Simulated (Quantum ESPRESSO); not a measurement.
# N (Pa-3) in Quantum ESPRESSO: reference runs

Aim: a first look at N with PBE, on the cell as given.

Everything below comes from runs of Quantum ESPRESSO 7.5. Logs are shortened: lines on timing, memory, paths and dates and some standing lists are left out, and cuts for length are marked.

## 1. The crystal as given

Symmetry: Pa-3, No. 205, cubic system. Conventional cell: a = 5.561 Å, b = 5.561 Å, c = 5.561 Å, α = 90.00°, β = 90.00°, γ = 90.00°. N (site symmetry 3) is surrounded by 1 N at 1.11 Å.

## 2. Single point, PBE

pw.in reads:

```
&CONTROL
  calculation = 'scf'
  prefix = 'pwscf'
  outdir = './tmp'
  pseudo_dir = './pseudo'
  tprnfor = .true.
  tstress = .true.
  disk_io = 'nowf'
/
&SYSTEM
  ibrav = 0
  nat = 8
  ntyp = 1
  ecutwfc = 60
  ecutrho = 480
  nbnd = 28
  occupations = 'smearing'
  smearing = 'fd'
  degauss = 0.00367493
/
&ELECTRONS
  conv_thr = 1.6d-09
  electron_maxstep = 120
  mixing_beta = 0.5
/
ATOMIC_SPECIES
N     14.0070 N.pbe-n-radius_5.UPF
CELL_PARAMETERS angstrom
   5.5605176600    0.0000000000    0.0000000000
   0.0000000000    5.5605176600    0.0000000000
   0.0000000000    0.0000000000    5.5605176600
ATOMIC_POSITIONS crystal
N      0.0573973300    0.4426026700    0.5573973300
N      0.4426026700    0.5573973300    0.0573973300
N      0.5573973300    0.0573973300    0.4426026700
N      0.9426026700    0.9426026700    0.9426026700
N      0.9426026700    0.5573973300    0.4426026700
N      0.5573973300    0.4426026700    0.9426026700
N      0.4426026700    0.9426026700    0.5573973300
N      0.0573973300    0.0573973300    0.0573973300
K_POINTS automatic
5 5 5 0 0 0
```

Potentials or basis: SSSP 1.3 efficiency PBE.

On the command line:

```bash
> OMP_NUM_THREADS=1 mpirun -n 2 pw.x -nk 2 -in pw.in > pw.out
```

pw.out:

```text
This program is part of the open-source Quantum ESPRESSO suite
     for quantum simulation of materials; please cite
[... 13 lines left out ...]
     --------------------
     sticks:   dense  smooth     PW     G-vecs:    dense   smooth      PW
     Sum        4205    2093    593               206197    72743   10779

     Using Slab Decomposition

     bravais-lattice index     =            0
     lattice parameter (alat)  =      10.5079  a.u.
     unit-cell volume          =    1160.2251 (a.u.)^3
     number of atoms/cell      =            8
     number of atomic types    =            1
     number of electrons       =        40.00
     number of Kohn-Sham states=           28
     kinetic-energy cutoff     =      60.0000  Ry
     charge density cutoff     =     480.0000  Ry
     scf convergence threshold =      1.6E-09
     mixing beta               =       0.5000
     number of iterations used =            8  plain     mixing
     Exchange-correlation= PBE
                           (   1   4   3   4   0   0   0)

     celldm(1)=  10.507855  celldm(2)=   0.000000  celldm(3)=   0.000000
     celldm(4)=   0.000000  celldm(5)=   0.000000  celldm(6)=   0.000000

     crystal axes: (cart. coord. in units of alat)
               a(1) = (   1.000000   0.000000   0.000000 )
               a(2) = (   0.000000   1.000000   0.000000 )
               a(3) = (   0.000000   0.000000   1.000000 )

     reciprocal axes: (cart. coord. in units 2 pi/alat)
               b(1) = (  1.000000  0.000000  0.000000 )
               b(2) = (  0.000000  1.000000  0.000000 )
               b(3) = (  0.000000  0.000000  1.000000 )

     PseudoPot. # 1 for N  read from file:
     N.pbe-n-radius_5.UPF
     Pseudo is Ultrasoft + core correction, Zval =  5.0
     Generated using "atomic" code by A. Dal Corso  v.5.1
     Using radial grid of 1085 points,  4 beta functions with:
                l(1) =   0
                l(2) =   0
                l(3) =   1
                l(4) =   1
     Q(r) pseudized with 0 coefficients

     atomic species   valence    mass     pseudopotential
     N                 5.00    14.00700     N ( 1.00)

     24 Sym. Ops., with inversion, found (18 have fractional translation)

   Cartesian axes

     site n.     atom                  positions (alat units)
         1        N      tau(   1) = (   0.0573973   0.4426027   0.5573973  )
         2        N      tau(   2) = (   0.4426027   0.5573973   0.0573973  )
         3        N      tau(   3) = (   0.5573973   0.0573973   0.4426027  )
         4        N      tau(   4) = (   0.9426027   0.9426027   0.9426027  )
         5        N      tau(   5) = (   0.9426027   0.5573973   0.4426027  )
         6        N      tau(   6) = (   0.5573973   0.4426027   0.9426027  )
         7        N      tau(   7) = (   0.4426027   0.9426027   0.5573973  )
         8        N      tau(   8) = (   0.0573973   0.0573973   0.0573973  )

     number of k points=    11  Fermi-Dirac smearing, width (Ry)=  0.0037
                       cart. coord. in units 2pi/alat
        k(    1) = (   0.0000000   0.0000000   0.0000000), wk =   0.0160000
        k(    2) = (   0.0000000   0.0000000   0.2000000), wk =   0.0960000
        k(    3) = (   0.0000000   0.0000000   0.4000000), wk =   0.0960000
        k(    4) = (   0.0000000   0.2000000   0.2000000), wk =   0.1920000
        k(    5) = (   0.0000000   0.2000000   0.4000000), wk =   0.1920000
        k(    6) = (   0.0000000   0.4000000   0.4000000), wk =   0.1920000
        k(    7) = (   0.2000000   0.2000000   0.2000000), wk =   0.1280000
        k(    8) = (   0.2000000   0.2000000   0.4000000), wk =   0.3840000
        k(    9) = (   0.2000000   0.4000000   0.4000000), wk =   0.3840000
        k(   10) = (   0.4000000   0.4000000   0.4000000), wk =   0.1280000
        k(   11) = (   0.0000000   0.4000000   0.2000000), wk =   0.1920000

     Dense  grid:   206197 G-vectors     FFT dimensions: (  80,  80,  80)

     Smooth grid:    72743 G-vectors     FFT dimensions: (  54,  54,  54)

     Initial potential from superposition of free atoms

     starting charge      39.9999, renormalised to      40.0000
     Starting wfcs are   32 randomized atomic wfcs

     Self-consistent Calculation

     iteration #  1     ecut=    60.00 Ry     beta= 0.50
     Davidson diagonalization with overlap
     ethr =  1.00E-02,  avg # of iterations =  3.0

     total energy              =    -161.51553061 Ry
     estimated scf accuracy    <       0.47121604 Ry

     iteration #  2     ecut=    60.00 Ry     beta= 0.50
     Davidson diagonalization with overlap
     ethr =  1.18E-03,  avg # of iterations =  2.0

     total energy              =    -161.52183490 Ry
     estimated scf accuracy    <       0.07332260 Ry

     iteration #  3     ecut=    60.00 Ry     beta= 0.50
     Davidson diagonalization with overlap
     ethr =  1.83E-04,  avg # of iterations =  2.7

     total energy              =    -161.53790429 Ry
     estimated scf accuracy    <       0.00492298 Ry

     iteration #  4     ecut=    60.00 Ry     beta= 0.50
     Davidson diagonalization with overlap
     ethr =  1.23E-05,  avg # of iterations =  2.7

     total energy              =    -161.53771465 Ry
     estimated scf accuracy    <       0.00099351 Ry

     iteration #  5     ecut=    60.00 Ry     beta= 0.50
     Davidson diagonalization with overlap
     ethr =  2.48E-06,  avg # of iterations =  3.0

     total energy              =    -161.53784322 Ry
     estimated scf accuracy    <       0.00074294 Ry

     iteration #  6     ecut=    60.00 Ry     beta= 0.50
     Davidson diagonalization with overlap
     ethr =  1.86E-06,  avg # of iterations =  2.0

     total energy              =    -161.53795076 Ry
     estimated scf accuracy    <       0.00000943 Ry

     iteration #  7     ecut=    60.00 Ry     beta= 0.50
     Davidson diagonalization with overlap
     ethr =  2.36E-08,  avg # of iterations =  5.1

     total energy              =    -161.53795301 Ry
     estimated scf accuracy    <       0.00006159 Ry

     iteration #  8     ecut=    60.00 Ry     beta= 0.50
     Davidson diagonalization with overlap
     ethr =  2.36E-08,  avg # of iterations =  3.1

     total energy              =    -161.53796151 Ry
     estimated scf accuracy    <       0.00000101 Ry

     iteration #  9     ecut=    60.00 Ry     beta= 0.50
     Davidson diagonalization with overlap
     ethr =  2.52E-09,  avg # of iterations =  3.0

     total energy              =    -161.53796183 Ry
     estimated scf accuracy    <       0.00000007 Ry

     iteration # 10     ecut=    60.00 Ry     beta= 0.50
     Davidson diagonalization with overlap
     ethr =  1.71E-10,  avg # of iterations =  3.1

     total energy              =    -161.53796185 Ry
     estimated scf accuracy    <       0.00000002 Ry

     iteration # 11     ecut=    60.00 Ry     beta= 0.50
     Davidson diagonalization with overlap
     ethr =  5.57E-11,  avg # of iterations =  2.0

     total energy              =    -161.53796183 Ry
     estimated scf accuracy    <       0.00000004 Ry

     iteration # 12     ecut=    60.00 Ry     beta= 0.50
     Davidson diagonalization with overlap
     ethr =  5.57E-11,  avg # of iterations =  2.0

     total energy              =    -161.53796183 Ry
     estimated scf accuracy    <          9.4E-09 Ry

     iteration # 13     ecut=    60.00 Ry     beta= 0.50
     Davidson diagonalization with overlap
     ethr =  2.36E-11,  avg # of iterations =  3.0

     End of self-consistent calculation

          k = 0.0000 0.0000 0.0000 (  9045 PWs)   bands (ev):

   -23.6001 -23.5338 -23.5338 -23.5338  -8.9625  -8.9625  -8.9625  -8.7705
    -7.0723  -7.0723  -7.0723  -6.8666  -6.8666  -6.6750  -6.6750  -6.6750
    -6.3012  -5.3588  -5.3588  -5.3588   1.9145   1.9145   1.9145   2.8144
     2.8144   2.8144   3.1155   3.1155

          k = 0.0000 0.0000 0.2000 (  9062 PWs)   bands (ev):

   -23.5937 -23.5401 -23.5338 -23.5338  -8.9575  -8.9560  -8.9432  -8.7878
    -7.0951  -7.0697  -7.0631  -6.8963  -6.8542  -6.8074  -6.7059  -6.6983
    -6.0881  -5.4003  -5.3487  -5.3481   1.9917   1.9993   2.0415   2.7756
     2.7854   2.8452   3.0257   3.0889

          k = 0.0000 0.0000 0.4000 (  9090 PWs)   bands (ev):

   -23.5772 -23.5567 -23.5337 -23.5337  -8.9479  -8.9464  -8.8936  -8.8343
    -7.1278  -7.1079  -7.0283  -6.9644  -6.8535  -6.8151  -6.7819  -6.7550
    -5.7780  -5.5369  -5.3322  -5.3316   2.1490   2.1607   2.3690   2.6915
     2.7056   2.7525   2.9239   3.0170

          k = 0.0000 0.2000 0.2000 (  9096 PWs)   bands (ev):

   -23.5880 -23.5395 -23.5395 -23.5343  -8.9555  -8.9430  -8.9386  -8.8057
    -7.1358  -7.0868  -7.0083  -6.9007  -6.8866  -6.8592  -6.7187  -6.6890
    -5.9716  -5.3916  -5.3901  -5.3477   2.0591   2.1176   2.1223   2.7515
     2.7979   2.8160   2.9895   3.0253

          k = 0.0000 0.2000 0.4000 (  9111 PWs)   bands (ev):

   -23.5730 -23.5544 -23.5378 -23.5358  -8.9478  -8.9384  -8.9033  -8.8508
    -7.1551  -7.0891  -7.0464  -6.9716  -6.8436  -6.8124  -6.7574  -6.7480
    -5.7346  -5.5206  -5.3711  -5.3533   2.2129   2.2597   2.4193   2.6856
     2.7305   2.7606   2.8670   2.9449

          k = 0.0000 0.4000 0.4000 (  9116 PWs)   bands (ev):

   -23.5620 -23.5486 -23.5486 -23.5415  -8.9387  -8.9227  -8.9204  -8.8876
    -7.1519  -7.1007  -7.0616  -7.0108  -6.8082  -6.7970  -6.7490  -6.7298
    -5.6169  -5.4755  -5.4749  -5.4113   2.3855   2.4876   2.4951   2.6801
     2.7053   2.7505   2.7671   2.7949

          k = 0.2000 0.2000 0.2000 (  9117 PWs)   bands (ev):

   -23.5828 -23.5394 -23.5394 -23.5394  -8.9489  -8.9489  -8.9315  -8.8241
    -7.1719  -7.0301  -7.0301  -6.9512  -6.8689  -6.8689  -6.6968  -6.6968
    -5.8953  -5.3997  -5.3997  -5.3752   2.1296   2.2064   2.2064   2.7377
     2.7907   2.7907   2.9663   2.9663

          k = 0.2000 0.2000 0.4000 (  9084 PWs)   bands (ev):

   -23.5693 -23.5528 -23.5393 -23.5393  -8.9483  -8.9427  -8.9118  -8.8680
    -7.1703  -7.1048  -6.9978  -6.9748  -6.8542  -6.8219  -6.7247  -6.7172
    -5.7099  -5.5189  -5.3987  -5.3879   2.2790   2.3363   2.4651   2.6741
     2.7189   2.7547   2.8451   2.9054

          k = 0.2000 0.4000 0.4000 (  9131 PWs)   bands (ev):

   -23.5600 -23.5485 -23.5485 -23.5434  -8.9473  -8.9380  -8.9300  -8.9052
    -7.1439  -7.0773  -7.0613  -7.0163  -6.7860  -6.7677  -6.7174  -6.7066
    -5.6243  -5.5032  -5.4938  -5.4483   2.4216   2.5142   2.5422   2.6551
     2.6945   2.7227   2.7901   2.7983

          k = 0.4000 0.4000 0.4000 (  9126 PWs)   bands (ev):

   -23.5547 -23.5484 -23.5484 -23.5484  -8.9563  -8.9563  -8.9504  -8.9385
    -7.1057  -7.0559  -7.0525  -7.0525  -6.7163  -6.7163  -6.6791  -6.6791
    -5.6107  -5.5407  -5.5407  -5.5307   2.4975   2.5795   2.5795   2.5907
     2.7200   2.7200   2.7867   2.7867

          k = 0.0000 0.4000 0.2000 (  9111 PWs)   bands (ev):

   -23.5730 -23.5544 -23.5378 -23.5358  -8.9460  -8.9424  -8.9012  -8.8505
    -7.1595  -7.1357  -6.9439  -6.9315  -6.9215  -6.8591  -6.7510  -6.7216
    -5.7346  -5.5211  -5.3695  -5.3543   2.2207   2.2571   2.4166   2.6949
     2.6961   2.7610   2.8791   2.9560

     the Fermi energy is    -3.3134 ev

!    total energy              =    -161.53796183 Ry
     estimated scf accuracy    <          8.0E-10 Ry
     smearing contrib. (-TS)   =       0.00000000 Ry
     internal energy E=F+TS    =    -161.53796183 Ry

     The total energy is F=E-TS. E is the sum of the following terms:
     one-electron contribution =    -114.17222632 Ry
     hartree contribution      =      67.64344953 Ry
     xc contribution           =     -42.11539074 Ry
     ewald contribution        =     -72.89379431 Ry

     convergence has been achieved in  13 iterations

     Forces acting on atoms (cartesian axes, Ry/au):

     atom    1 type  1   force =    -0.00410078    0.00410078   -0.00410078
     atom    2 type  1   force =     0.00410078   -0.00410078   -0.00410078
     atom    3 type  1   force =    -0.00410078   -0.00410078    0.00410078
     atom    4 type  1   force =     0.00410078    0.00410078    0.00410078
     atom    5 type  1   force =     0.00410078   -0.00410078    0.00410078
     atom    6 type  1   force =    -0.00410078    0.00410078    0.00410078
     atom    7 type  1   force =     0.00410078    0.00410078   -0.00410078
     atom    8 type  1   force =    -0.00410078   -0.00410078   -0.00410078

     Total force =     0.020090     Total SCF correction =     0.000062

     Computing stress (Cartesian axis) and pressure

          total   stress  (Ry/bohr**3)                   (kbar)     P=        3.06
   0.00002079   0.00000000   0.00000000            3.06        0.00        0.00
   0.00000000   0.00002079   0.00000000            0.00        3.06        0.00
   0.00000000   0.00000000   0.00002079            0.00        0.00        3.06

=------------------------------------------------------------------------------=
   JOB DONE.
=------------------------------------------------------------------------------=
```

It took 26 s on 2 MPI ranks of Intel Xeon 6975P-C (Granite Rapids), shared host; peak memory 0.5 GiB.

Results:

```yaml
Free_energy: -2197.8359 eV
Pressure: 0.3 GPa
Largest_force: 0.183 eV/Å
Band_gap_on_the_k_mesh: 7.25 eV, indirect (least direct gap 7.27 eV)
```

Forces in eV/Å, atoms in the order of the input:
```
N   -0.105  0.105 -0.105
N    0.105 -0.105 -0.105
N   -0.105 -0.105  0.105
N    0.105  0.105  0.105
N    0.105 -0.105  0.105
N   -0.105  0.105  0.105
N    0.105  0.105 -0.105
N   -0.105 -0.105 -0.105
```

Caveat: an odd mesh through Γ misses points on the zone boundary, where band edges often lie.
